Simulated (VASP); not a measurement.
# InP (F-43m) in VASP: settings compared

Aim: see how the results for InP move with the level of theory and the settings. Levels: BLYP, r2SCAN+D3(BJ), PBE+D3(BJ). Tasks: single point, relaxation of cell and atoms.

All numbers are computed with VASP 6.6.1; they aren't measurements. Logs are shortened: lines on timing, memory, paths and dates and some standing lists are left out, and cuts for length are marked.

**The experiment to reproduce.**

From a printed reference work, data compilation, for a bulk crystal of InP at 1.6 K: band gap 1.4236 eV (direct).

How close the calculation comes is told below.

### Step 1. The cell of the first run

It takes space group F-43m (No. 216, cubic). Conventional cell: a = 6.075 Å, b = 6.075 Å, c = 6.075 Å, α = 90.00°, β = 90.00°, γ = 90.00°. In (site symmetry -43m) has 4 P at 2.63 Å within 3.5 Å. P (site symmetry -43m) has 4 In at 2.63 Å within 3.5 Å.

### Step 2. Single point, BLYP

INCAR reads:

```
SYSTEM = InP
PREC = Accurate
ENCUT = 520
EDIFF = 1E-7
ISMEAR = -1
SIGMA = 0.05
LREAL = .False.
LASPH = .True.
NELM = 60
ALGO = Normal
ISIF = 2
LWAVE = .False.
LCHARG = .False.
GGA = B5
ALDAX = 1.0
AGGAX = 1.0
AGGAC = 1.0
ALDAC = 0.0
NBANDS = 16
```

KPOINTS reads:

```
Automatic mesh
0
Gamma
  8 8 8
  0 0 0
```

POSCAR reads:

```
InP
1.0
    0.0000000000      3.0374287136      3.0374287136
    3.0374287136      0.0000000000      3.0374287136
    3.0374287136      3.0374287136      0.0000000000
In P
1 1
Direct
    0.0000000000      0.0000000000      0.0000000000
    0.7500000000      0.7500000000      0.7500000000
```

Potentials or basis: VASP PAW PBE potentials, release 64 (In_d, P).

Run with:

```
$ cat potpaw_PBE.64/In_d/POTCAR potpaw_PBE.64/P/POTCAR > POTCAR
$ mpirun -np 1 vasp_std > vasp.out
```

OUTCAR:

```text
SYSTEM = InP
   PREC = Accurate
   ENCUT = 520
   EDIFF = 1E-7
   ISMEAR = -1
   LREAL = .False.
   LASPH = .True.
   NELM = 60
   ISIF = 2
   GGA = B5

 ion  position               nearest neighbor table
   1  0.000  0.000  0.000-   2 2.63   2 2.63   2 2.63   2 2.63
   2  0.750  0.750  0.750-   1 2.63   1 2.63   1 2.63   1 2.63

  LATTYP: Found a face centered cubic cell.
 ALAT       =     6.0748574272

  Lattice vectors:

 A1 = (   0.0000000000,   3.0374287136,   3.0374287136)
 A2 = (   3.0374287136,   0.0000000000,   3.0374287136)
 A3 = (   3.0374287136,   3.0374287136,   0.0000000000)

Analysis of symmetry for initial positions (statically):
=====================================================================
 Subroutine PRICEL returns:
 Original cell was already a primitive cell.

 Routine SETGRP: Setting up the symmetry group for a
 face centered cubic supercell.

 Subroutine GETGRP returns: Found 24 space group operations
 (whereof 24 operations were pure point group operations)
 out of a pool of 48 trial point group operations.

The static configuration has the point symmetry T_d .

Analysis of symmetry for dynamics (positions and initial velocities):
=====================================================================
 Subroutine PRICEL returns:
 Original cell was already a primitive cell.

 Routine SETGRP: Setting up the symmetry group for a
 face centered cubic supercell.

 Subroutine GETGRP returns: Found 24 space group operations
 (whereof 24 operations were pure point group operations)
 out of a pool of 48 trial point group operations.

The dynamic configuration has the point symmetry T_d .

 Subroutine INISYM returns: Found 24 space group operations
 (whereof 24 operations are pure point group operations),
 and found     1 'primitive' translations

----------------------------------------------------------------------------------------

                                     Primitive cell

  volume of cell :      56.0465

  direct lattice vectors                    reciprocal lattice vectors
     0.000000000  3.037428714  3.037428714    -0.164612917  0.164612917  0.164612917
     3.037428714  0.000000000  3.037428714     0.164612917 -0.164612917  0.164612917
     3.037428714  3.037428714  0.000000000     0.164612917  0.164612917 -0.164612917

  length of vectors
     4.295572882  4.295572882  4.295572882     0.285117935  0.285117935  0.285117935

  position of ions in fractional coordinates (direct lattice)
     0.000000000  0.000000000  0.000000000
     0.750000000  0.750000000  0.750000000

  ion indices of the primitive-cell ions
   primitive index   ion index
                 1           1
                 2           2

----------------------------------------------------------------------------------------

 KPOINTS: Automatic mesh

Automatic generation of k-mesh.
 Grid dimensions read from file:
 generate k-points for:    8    8    8

 Generating k-lattice:

  Cartesian coordinates                     Fractional coordinates (reciprocal lattice)
    -0.020576615  0.020576615  0.020576615     0.125000000  0.000000000  0.000000000
     0.020576615 -0.020576615  0.020576615     0.000000000  0.125000000  0.000000000
     0.020576615  0.020576615 -0.020576615     0.000000000  0.000000000  0.125000000

  Length of vectors
     0.035639742  0.035639742  0.035639742

  Shift w.r.t. Gamma in fractional coordinates (k-lattice)
     0.000000000  0.000000000  0.000000000

 Subroutine IBZKPT returns following result:
 ===========================================

 Found     29 irreducible k-points:

 Following reciprocal coordinates:
            Coordinates               Weight
  0.000000  0.000000  0.000000      1.000000
  0.125000  0.000000  0.000000      8.000000
  0.250000  0.000000  0.000000      8.000000
  0.375000  0.000000  0.000000      8.000000
  0.500000  0.000000  0.000000      4.000000
  0.125000  0.125000  0.000000      6.000000
[... 16 lines left out ...]
  0.500000  0.250000  0.125000     48.000000
 -0.375000  0.250000  0.125000     24.000000
 [... further k-points ...]
   k-points           NKPTS =     29   k-points in BZ     NKDIM =     29   number of bands    NBANDS=     16
   number of dos      NEDOS =    301   number of ions     NIONS =      2
   total plane-waves  NPLWV =  32768
   dimension x,y,z NGX =    32 NGY =   32 NGZ =   32
   dimension x,y,z NGXF=    64 NGYF=   64 NGZF=   64
   ions per type =               1   1
   NGX,Y,Z   is equivalent  to a cutoff of  12.38, 12.38, 12.38 a.u.
   NGXF,Y,Z  is equivalent  to a cutoff of  24.77, 24.77, 24.77 a.u.
 SYSTEM =  InP
   PREC   = accura    normal or accurate (medium, high low for compatibility)
   ISTART =      0    job   : 0-new  1-cont  2-samecut
   ICHARG =      2    charge: 1-file 2-atom 10-const
   ISPIN  =      1    spin polarized calculation?
   LNONCOLLINEAR =      F non collinear calculations
   LSORBIT =      F    spin-orbit coupling
   LASPH  =      T    aspherical Exc in radial PAW
   ENCUT  =  520.0 eV  38.22 Ry    6.18 a.u.   7.99  7.99  7.99*2*pi/ulx,y,z
   NELM   =     60;   NELMIN=  2; NELMDL= -5     # of ELM steps
   EDIFF  = 0.1E-06   stopping-criterion for ELM
   LREAL  =      F    real-space projection
   EDIFFG = 0.1E-05   stopping-criterion for IOM
   NSW    =      0    number of steps for IOM
   IBRION =     -1    ionic relax: 0-MD 1-quasi-New 2-CG
   NFREE  =      0    steps in history (QN), initial steepest desc. (CG)
   ISIF   =      2    stress and relaxation
   ISYM   =      2    0-nonsym 1-usesym 2-fastsym
   POTIM  = 0.5000    time-step for ionic-motion
   TEBEG  =    0.0;   TEEND  =   0.0 temperature during run
   PSTRESS=    0.0 pullay stress
   NELECT =      18.0000    total number of electrons
   NUPDOWN=      -1.0000    fix difference up-down
   EMIN   =  10.00;   EMAX   =-10.00  energy-range for DOS
   EFERMI =   0.00;   METHOD = LEGACY
   ISMEAR =    -1;   SIGMA  =   0.05  broadening in eV -4-tet -1-fermi 0-gaus
   EFERMI_NEDOS =   21; number of points for ismear=-14 and -15
   IALGO  =     38    algorithm
   IMIX   =      4    mixing-type and parameters
     AMIX     =   0.40;   BMIX     =  1.00
     AMIX_MAG =   1.60;   BMIX_MAG =  1.00
  volume/ion in A,a.u.               =      28.02       189.11
  Fermi-wavevector in a.u.,A,eV,Ry     =   1.121113  2.118597 17.101100  1.256895
  Thomas-Fermi vector in A             =   2.257765
   LORBIT       =      0    0 simple, 1 ext, 2 COOP (PROOUT), +10 PAW based schemes
   GGA     = B5    functional components
   LHFCALC =     F    Hartree Fock is set to
   AEXX    =    0.0000 exact exchange contribution
   IVDW    =     0    specifies the selected vdW correction
   LEPSILON=     F    determine dielectric tensor
   LRPA    =     F    only Hartree local field effects (RPA)
 non-spin polarized calculation
  energy-cutoff  :      520.00
  volume of cell :       56.05
 maximum number of plane-waves:      1540
   NGX = 15   NGY = 15   NGZ = 15

 number of electron      17.9999991 magnetization

 Free energy of the ion-electron system (eV)
  ---------------------------------------------------
  ext. energy  EPLUGINS =         0.00000000
  ---------------------------------------------------
  free energy    TOTEN  =        -7.16582228 eV

  energy without entropy =       -7.16519654  energy(sigma->0) =       -7.16550941

 E-fermi :   4.5736     XC(G=0):  -8.2715

 val. band max:        4.5177796594   @ k =   0.0000   0.0000   0.0000
 cond. band min:       5.6707323326   @ k =   0.1250   0.0000   0.0000
 fundamental gap:      1.1529526732
 Fermi energy:         4.5735877187

 k-point     1 :       0.0000    0.0000    0.0000
  band No.  band energies     occupation
      1      -9.5518      2.00000
      2      -9.5518      2.00000
      3      -9.5518      2.00000
      4      -9.4444      2.00000
      5      -9.4444      2.00000
      6      -6.3461      2.00000
[... 8 lines left out ...]
     15      13.8930      0.00000
     16      13.8930      0.00000

 k-point     2 :       0.1250    0.0000    0.0000
  band No.  band energies     occupation
      1      -9.5633      2.00000
      2      -9.5467      2.00000
      3      -9.5467      2.00000
      4      -9.4443      2.00000
      5      -9.4443      2.00000
      6      -6.1979      2.00000
[... 8 lines left out ...]
     15      13.3310      0.00000
     16      13.5161      0.00000

 k-point     3 :       0.2500    0.0000    0.0000
  band No.  band energies     occupation
      1      -9.5904      2.00000
      2      -9.5359      2.00000
      3      -9.5359      2.00000
      4      -9.4426      2.00000
      5      -9.4426      2.00000
      6      -5.7873      2.00000
[... 8 lines left out ...]
     15      13.1142      0.00000
     16      13.5999      0.00000

 k-point     4 :       0.3750    0.0000    0.0000
  band No.  band energies     occupation
      1      -9.6166      2.00000
      2      -9.5275      2.00000
      3      -9.5275      2.00000
      4      -9.4382      2.00000
      5      -9.4382      2.00000
      6      -5.2552      2.00000
[... 8 lines left out ...]
     15      13.9194      0.00000
     16      13.9194      0.00000

 k-point     5 :       0.5000    0.0000    0.0000
  band No.  band energies     occupation
      1      -9.6273      2.00000
      2      -9.5248      2.00000
      3      -9.5248      2.00000
      4      -9.4355      2.00000
      5      -9.4355      2.00000
      6      -4.9685      2.00000
[... 8 lines left out ...]
     15      14.9739      0.00000
     16      14.9739      0.00000

 k-point     6 :       0.1250    0.1250    0.0000
  band No.  band energies     occupation
      1      -9.5726      2.00000
      2      -9.5418      2.00000
      3      -9.5418      2.00000
      4      -9.4483      2.00000
      5      -9.4410      2.00000
      6      -6.1486      2.00000
[... 8 lines left out ...]
     15      13.8590      0.00000
     16      14.0392      0.00000

 k-point     7 :       0.2500    0.1250    0.0000
  band No.  band energies     occupation
      1      -9.5952      2.00000
      2      -9.5325      2.00000
      3      -9.5303      2.00000
      4      -9.4508      2.00000
      5      -9.4376      2.00000
      6      -5.8241      2.00000
[... 8 lines left out ...]
     15      13.9406      0.00000
     16      14.6549      0.00000

 k-point     8 :       0.3750    0.1250    0.0000
  band No.  band energies     occupation
      1      -9.6179      2.00000
      2      -9.5252      2.00000
      3      -9.5209      2.00000
      4      -9.4485      2.00000
      5      -9.4342      2.00000
      6      -5.3190      2.00000
[... 8 lines left out ...]
     15      14.3789      0.00000
     16      14.4582      0.00000

 k-point     9 :       0.5000    0.1250    0.0000
  band No.  band energies     occupation
      1      -9.6305      2.00000
      2      -9.5222      2.00000
      3      -9.5177      2.00000
      4      -9.4422      2.00000
      5      -9.4342      2.00000
      6      -4.9096      2.00000
[... 8 lines left out ...]
     15      14.8063      0.00000
     16      14.9985      0.00000
[... 172 lines left out ...]
 k-point    19 :       0.5000    0.3750    0.0000
  band No.  band energies     occupation
      1      -9.6672      2.00000
      2      -9.4906      2.00000
      3      -9.4866      2.00000
      4      -9.4700      2.00000
      5      -9.4241      2.00000
      6      -4.5398      2.00000
[... 8 lines left out ...]
     15      15.2521      0.00000
     16      16.0196      0.00000

 k-point    20 :      -0.3750    0.3750    0.0000
  band No.  band energies     occupation
      1      -9.6566      2.00000
      2      -9.5015      2.00000
      3      -9.4911      2.00000
      4      -9.4611      2.00000
      5      -9.4305      2.00000
      6      -4.4568      2.00000
[... 8 lines left out ...]
     15      14.2759      0.00000
     16      16.7760      0.00000

 k-point    21 :       0.5000    0.5000    0.0000
  band No.  band energies     occupation
      1      -9.6771      2.00000
      2      -9.4813      2.00000
      3      -9.4813      2.00000
      4      -9.4760      2.00000
      5      -9.4208      2.00000
      6      -4.4365      2.00000
[... 8 lines left out ...]
     15      15.2939      0.00000
     16      16.0637      0.00000

 k-point    22 :       0.3750    0.2500    0.1250
  band No.  band energies     occupation
      1      -9.6168      2.00000
      2      -9.5227      2.00000
      3      -9.5184      2.00000
      4      -9.4538      2.00000
      5      -9.4342      2.00000
      6      -5.4462      2.00000
[... 8 lines left out ...]
     15      14.4936      0.00000
     16      15.6932      0.00000

 k-point    23 :       0.5000    0.2500    0.1250
  band No.  band energies     occupation
      1      -9.6325      2.00000
      2      -9.5189      2.00000
      3      -9.5084      2.00000
      4      -9.4513      2.00000
      5      -9.4339      2.00000
      6      -4.9644      2.00000
[... 8 lines left out ...]
     15      14.9130      0.00000
     16      15.7086      0.00000

 k-point    24 :      -0.3750    0.2500    0.1250
  band No.  band energies     occupation
      1      -9.6383      2.00000
      2      -9.5185      2.00000
      3      -9.5049      2.00000
      4      -9.4475      2.00000
      5      -9.4356      2.00000
      6      -4.7110      2.00000
[... 8 lines left out ...]
     15      14.9964      0.00000
     16      15.5116      0.00000

 [... further k-points ...]

------------------------ aborting loop because EDIFF is reached ----------------------------------------

  FORCE on cell =-STRESS in cart. coord.  units (eV):
  Direction    XX          YY          ZZ          XY          YZ          ZX
  --------------------------------------------------------------------------------------
  -------------------------------------------------------------------------------------
  Total       -0.0089018     -0.0089018     -0.0089018      0.0000000      0.0000000     -0.0000000
  in kB       -0.2544708     -0.2544708     -0.2544708      0.0000000      0.0000000     -0.0000000
  external PRESSURE =      -0.2544708 kB  Pullay stress =       0.0000000 kB

 VOLUME and BASIS-vectors are now :
 -----------------------------------------------------------------------------
  energy-cutoff  :      520.00
  volume of cell :       56.05
      direct lattice vectors                 reciprocal lattice vectors
     0.000000000  3.037428714  3.037428714    -0.164612917  0.164612917  0.164612917
     3.037428714  0.000000000  3.037428714     0.164612917 -0.164612917  0.164612917
     3.037428714  3.037428714  0.000000000     0.164612917  0.164612917 -0.164612917

 POSITION                                       TOTAL-FORCE (eV/Angst)
 -----------------------------------------------------------------------------------
      0.00000      0.00000      0.00000         0.000000      0.000000      0.000000
      4.55614      4.55614      4.55614        -0.000000     -0.000000     -0.000000
 -----------------------------------------------------------------------------------
    total drift:                               -0.000000     -0.000000     -0.000000

  FREE ENERGIE OF THE ION-ELECTRON SYSTEM (eV)
  ---------------------------------------------------
  free  energy   TOTEN  =        -7.1658222803 eV

  energy  without entropy=       -7.1651965413  energy(sigma->0) =       -7.16550941
```

Run time: 26 s. Hardware: 1 thread of Intel Xeon 6975P-C, shared host; peak memory 0.18 GiB.

What came out:

```yaml
Free_energy: -7.1658 eV
Pressure: 0.0 GPa
```

Caveat: the PAW data sets were made with another functional, which shifts forces and pressure a little; spin-orbit coupling is left out, which moves the levels of the heavy elements.

(Part 1 of 3 ends here.)
